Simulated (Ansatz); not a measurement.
The cell is COD entry 2100860, as deposited and not checked against the literature; nothing was relaxed.

Input and log of a run on BaTiO$_{3}$: DFT, PBE, all-electron LAPW, scalar-relativistic (Ansatz 0.2.0).

Command: `ansatz run input.yaml --threads 2 --pin off --max-ram 6144MiB --backend cpu --events-out ev --progress --plain --runs-dir out` The run took 29 s on 2 threads of Intel(R) Xeon(R) 6975P-C (Granite Rapids), with other jobs on the host, peak memory 0.68 GiB.

```yaml
crystal:
  lattice:
    - [3.9998, 0.0, 0.0]
    - [0.0, 3.9998, 0.0]
    - [0.0, 0.0, 4.018]
  atoms:
    - { symbol: Ba, position: [0.0, 0.0, 0.0] }
    - { symbol: Ti, position: [0.5, 0.5, 0.5] }
    - { symbol: O, position: [0.5, 0.5, 0.0] }
    - { symbol: O, position: [0.5, 0.0, 0.5] }
    - { symbol: O, position: [0.0, 0.5, 0.5] }
kpoints:
  mp_grid: { grid: [7, 7, 7] }
  band_path:
    path:
      - [0.0, 0.0, 0.0]
      - [0.0, 0.5, 0.0]
      - [0.5, 0.5, 0.0]
      - [0.0, 0.0, 0.0]
      - [0.0, 0.0, 0.5]
      - [0.0, 0.5, 0.5]
      - [0.5, 0.5, 0.5]
      - [0.0, 0.0, 0.5]
      - [0.0, 0.5, 0.0]
    npoints: 14
scf:
  occupations: { method: fermi_dirac, width: 0.03 }
hamiltonian:
  xc: pbe
  pseudopotentials: { kind: all_electron, lapw: { basis_error: 0.001 } }
output:
  forces: true
  stress: true
  eigenvalues: true
  populations: true
  dos: { projected: true, de: 0.2, e_range: [-14, 8] }
```

Output:

```
Ba: projections on atomic orbitals take those of the free atom 1s2 2s2 2p6 3s2 3p6 3d10 4s2 4p6 4d10 5s2 5p6 6s2, of charge +0.00 (hamiltonian.pseudopotentials.projection_atoms)
Ti: projections on atomic orbitals take those of the free atom 1s2 2s2 2p6 3s2 3p6 3d2 4s2, of charge +0.00 (hamiltonian.pseudopotentials.projection_atoms)
O: projections on atomic orbitals take those of the free atom 1s2 2s2 2p4, of charge +0.00 (hamiltonian.pseudopotentials.projection_atoms)
LAPW: plane waves up to 10.091 Å⁻¹, error target 1.0e-3 eV per atom; small_component_spin mean_spin; O in spheres of 0.932 Å, 8 of its electrons in bands, Dirac shells []; Ti in spheres of 1.068 Å, 20 of its electrons in bands, Dirac shells []; Ba in spheres of 1.153 Å, 28 of its electrons in bands, Dirac shells []
Engine: ansatz 0.2.0
Pseudopotentials: kind: all_electron
Pseudopotential: Ba, LAPW, valence charge 28, Koelling and Harmon's equation, gaussian nucleus
Pseudopotential: Ti, LAPW, valence charge 20, Koelling and Harmon's equation, gaussian nucleus
Pseudopotential: O, LAPW, valence charge 8, Koelling and Harmon's equation, gaussian nucleus
Functional definition: PBE
  parameter kappa = 0.804
  parameter beta = 0.06672455060314922
  exchange = pbe_x(kappa = kappa, mu = beta*pi^2/3)
  correlation = pbe_c(beta = beta)
Crystal: 5 atoms, lattice volume = 64.282 Å³
Basis set: ecut = 387.9866376727449 eV, 1141 PW (Γ), exchange–correlation at level 2
Bands: 44, of which v1, the nominal top of the filled ones, is band 36 counted from 1 (35 counted from 0)
Symmetry: 16 space group operations
Space group: P4/mmm (ITA 123), of the structure as read, at distance tolerance 4.0e-5 Å
k-points: 40 of 343
Non-local potential: Ba, projectors of the file, none
Non-local potential: Ti, projectors of the file, none
Non-local potential: O, projectors of the file, none
Initial density: superposition of atomic densities (chi_scale 0.1, normalization cell, long waves kept (reshape's long-wave potential 0.00 eV rms))
Initial wavefunctions: plane waves of lowest kinetic energy (no species holds an atomic orbital)
Functional: x = pbe(κ = 0.804, μ = 0.2195149727645171), c = pbe(β = 0.06672455060314922)
iter 1 solved again at ethr=1.88e-2 eV; its pass at ethr=1.00e-1 eV (dr2=1.36e1 eV) is discarded
SCF iter   1: F=—  HF=-250765.219279 eV  |F-HF|=—  |Δ(HF+E_count)|=         —  Δρ=1.33e-1  dr2=1.36e1  ethr=1.88e-2  ⟨swp⟩=2.0  Hψ=11307  notcnv=0
preconditioner: auto → Resta (q_TF=auto, 2.780 Å⁻¹)  ε∞=3.3  [insulator: Δε(μ)=6.098 eV  Ē_g=18.839 eV  σ=0.030 eV  W_gap=1.00  n_scr=26 (ndim 8)  ℏωp=28.5 eV  f_vac=0.000  D(μ)=0.00/eV (n_scr^D=0)  ε∞_Penn≈3.3]
SCF iter   2: F=—  HF=-250761.529646 eV  |F-HF|=—  |Δ(HF+E_count)|=    3.69e0  Δρ=1.01e-1  dr2=9.41e0  ethr=1.88e-2  ⟨swp⟩=3.0  Hψ=6061  notcnv=0
preconditioner: auto → Kerker (q_TF=auto, 2.780 Å⁻¹)  [metal: Δε(μ)=0.041 eV  Ē_g=12.101 eV  σ=0.030 eV  W_gap=0.33  n_scr=26 (ndim 8)  ℏωp=26.2 eV  f_vac=0.000  D(μ)=2.65/eV (n_scr^D=26)]
SCF iter   3: F=—  HF=-250759.342197 eV  |F-HF|=—  |Δ(HF+E_count)|=    2.19e0  Δρ=5.22e-2  dr2=2.21e0  ethr=1.31e-2  ⟨swp⟩=3.0  Hψ=5326  notcnv=0
SCF iter   4: F=—  HF=-250758.879666 eV  |F-HF|=—  |Δ(HF+E_count)|=   4.63e-1  Δρ=2.79e-2  dr2=6.33e-1  ethr=3.07e-3  ⟨swp⟩=2.0  Hψ=5681  notcnv=0
SCF iter   5: F=—  HF=-250758.925004 eV  |F-HF|=—  |Δ(HF+E_count)|=         —  Δρ=1.95e-2  dr2=3.79e-1  ethr=8.79e-4  ⟨swp⟩=3.0  Hψ=6080  notcnv=0
the basis was enlarged: its passes take 182.6 KiB over the memory plan, 2 of 2 planned eigensolver slots
SCF iter   6: F=—  HF=-250758.829034 eV  |F-HF|=—  |Δ(HF+E_count)|=   9.60e-2  Δρ=9.45e-3  dr2=9.03e-2  ethr=5.27e-4  ⟨swp⟩=2.0  Hψ=5425  notcnv=0
iter 7 solved again at ethr=9.05e-6 eV; its pass at ethr=1.25e-4 eV (dr2=6.52e-3 eV) is discarded
SCF iter   7: F=—  HF=-250758.804059 eV  |F-HF|=—  |Δ(HF+E_count)|=   2.50e-2  Δρ=2.21e-3  dr2=6.51e-3  ethr=9.05e-6  ⟨swp⟩=2.0  Hψ=9355  notcnv=0
SCF iter   8: F=—  HF=-250758.803321 eV  |F-HF|=—  |Δ(HF+E_count)|=   7.39e-4  Δρ=1.62e-3  dr2=3.14e-3  ethr=9.04e-6  ⟨swp⟩=2.3  Hψ=5505  notcnv=0
SCF iter   9: F=—  HF=-250758.802640 eV  |F-HF|=—  |Δ(HF+E_count)|=   6.81e-4  Δρ=1.04e-3  dr2=1.24e-3  ethr=4.36e-6  ⟨swp⟩=2.3  Hψ=5565  notcnv=0
SCF iter  10: F=—  HF=-250758.802306 eV  |F-HF|=—  |Δ(HF+E_count)|=   3.33e-4  Δρ=1.52e-4  dr2=2.45e-5  ethr=1.72e-6  ⟨swp⟩=2.0  Hψ=5482  notcnv=0
SCF iter  11: F=—  HF=-250758.802298 eV  |F-HF|=—  |Δ(HF+E_count)|=   8.30e-6  Δρ=3.20e-5  dr2=4.45e-7  ethr=3.41e-8  ⟨swp⟩=2.0  Hψ=5482  notcnv=0
SCF iter  12: F=—  HF=-250758.802299 eV  |F-HF|=—  |Δ(HF+E_count)|=   5.03e-7  Δρ=1.00e-5  dr2=6.60e-8  ethr=6.18e-10  ⟨swp⟩=3.0  Hψ=5830  notcnv=0
SCF iter  13: F=—  HF=-250758.802299 eV  |F-HF|=—  |Δ(HF+E_count)|=   4.12e-8  Δρ=9.26e-6  dr2=8.58e-8  ethr=9.16e-11  ⟨swp⟩=3.0  Hψ=5913  notcnv=0
SCF iter  14: F=-250758.802299 eV  HF=-250758.802299 eV  |F-HF|=8.32e-9  |Δ(HF+E_count)|=   2.31e-8  Δρ=2.77e-6  dr2=8.37e-9  ethr=9.16e-11  ⟨swp⟩=2.0  Hψ=5480  notcnv=0
SCF 1 converged in 14 iterations: F = -250758.802299 eV  dr2 = 8.37e-9
NSCF: frozen V_eff on 113 k-points
SCF converged after 14 iterations
Free energy (F): -250758.802299 eV
Harris-Foulkes:  -250758.802299 eV  (|F-HF|=8.32e-9)
Internal energy: -250758.802299 eV  (E = F + TS)
E sigma→0 (E₀):  -250758.802299 eV
Fermi energy:    13.105361 eV
--- Per-component energies (eV) ---
  E_band       = -8688.653461
  E_kinetic    = 265478.783465
  E_xc         = -7242.955373
  E_electrostatic = -508994.630391  (all electrons and nuclei)
  E_smearing   = -0.000000  (= −TS)
  E_closure    = 0.000000  (closes the sum)
  E_atoms      = -250719.731630  (free atoms, spherical and without spin; not in F)
  Σ components = -250758.802299   (vs F -250758.802299, Δ=0.00e0)
  Basis errors (estimates in eV, not in F): energy 5.1e-4 per atom: plane waves 4.7e-4 (2.6e-4 summed), levels above the bands 3.4e-113, relativity 7.0e-8, radial functions 4.3e-5, core shells 4.1e-8; eigenvalues (radial functions only) 7.4e-6; not estimated: angular momenta, meshes, grids; target (lapw.basis_error) 1.0e-3; muffin-tin radii O 0.932 Å, Ti 1.068 Å, Ba 1.153 Å
--- Forces (eV/Å), atoms counted from 1 ---
  atom   1  Ba     0.00000000     0.00000000     0.00000000
  atom   2  Ti    -0.00000000    -0.00000000    -0.00000000
  atom   3  O     -0.00000000    -0.00000000    -0.00000000
  atom   4  O      0.00000000    -0.00000000    -0.00000000
  atom   5  O      0.00000000     0.00000000     0.00000000
  max |Σ_I F_I| component: 2.68e-29 eV/Å
--- Stress (GPa, compression-positive) ---
        1.970536       0.000000       0.000000
        0.000000       1.970536       0.000000
        0.000000       0.000000       1.124281
  P = ⅓ Tr σ = 1.6885 GPa (16.885 kbar)
--- Band table (eV; the first three rows and the last of 40) ---
  k-point 0: bands = ["-519.1603", "-491.7056", "-491.7056", "-491.6913", "-426.3936", "-426.3918", "-426.3918", "-222.0040", "-159.1265", "-159.1265", "-159.1265", "-67.9158", "-67.9156", "-67.9138", "-67.9138", "-67.9137", "-44.3463", "-20.5682", "-20.5682", "-20.5661", "-12.4278", "-4.6214", "-3.9633", "-3.9425", "2.3704", "2.3859", "2.3859", "9.9445", "9.9528", "9.9528", "11.0985", "11.1142", "11.1142", "12.1016", "12.1067", "12.1067", "14.0120", "14.0120", "14.0199", "16.1451", "16.1787", "17.3620", "17.4079", "19.6587"]
  k-point 1: bands = ["-519.1603", "-491.7056", "-491.7056", "-491.6913", "-426.3936", "-426.3918", "-426.3918", "-222.0040", "-159.1265", "-159.1265", "-159.1265", "-67.9158", "-67.9156", "-67.9138", "-67.9138", "-67.9137", "-44.3462", "-20.5756", "-20.5679", "-20.5679", "-12.4061", "-4.6384", "-3.9574", "-3.9214", "2.4160", "2.4160", "2.4511", "9.6241", "9.8968", "9.8968", "10.9100", "10.9100", "10.9393", "11.6132", "11.9646", "11.9646", "14.0426", "14.4003", "14.4003", "16.1798", "16.6813", "17.7153", "17.7783", "20.1384"]
  k-point 2: bands = ["-519.1603", "-491.7056", "-491.7056", "-491.6913", "-426.3936", "-426.3918", "-426.3918", "-222.0040", "-159.1265", "-159.1265", "-159.1265", "-67.9158", "-67.9156", "-67.9138", "-67.9138", "-67.9137", "-44.3458", "-20.5967", "-20.5671", "-20.5671", "-12.3565", "-4.7334", "-3.9442", "-3.8040", "2.4858", "2.4858", "2.6300", "8.9197", "9.7173", "9.7173", "10.6003", "10.6003", "10.6199", "10.8380", "11.7246", "11.7246", "14.0946", "15.1218", "15.1218", "16.1818", "17.5534", "18.5299", "18.7184", "20.6763"]
  k-point 39: bands = ["-519.1603", "-491.7056", "-491.7056", "-491.6913", "-426.3936", "-426.3918", "-426.3918", "-222.0040", "-159.1265", "-159.1265", "-159.1265", "-67.9157", "-67.9155", "-67.9138", "-67.9138", "-67.9137", "-44.3436", "-20.6130", "-20.6130", "-20.6081", "-12.1743", "-3.8164", "-3.7410", "-3.7308", "1.7305", "1.7408", "1.8439", "7.8989", "8.4758", "8.5162", "9.6816", "9.8518", "9.8763", "12.0733", "12.0836", "12.1546", "16.3069", "16.3073", "16.3274", "19.2304", "19.2357", "19.3278", "19.7793", "19.8370"]
--- Löwdin populations: 5 sites ---
  site symbol       q [e]
     0     Ba     54.2095
     1     Ti     20.7649
     2      O      8.8958
     3      O      8.8884
     4      O      8.8884
  spilling = 0.003462 (of n_electrons = 102.000000)
```
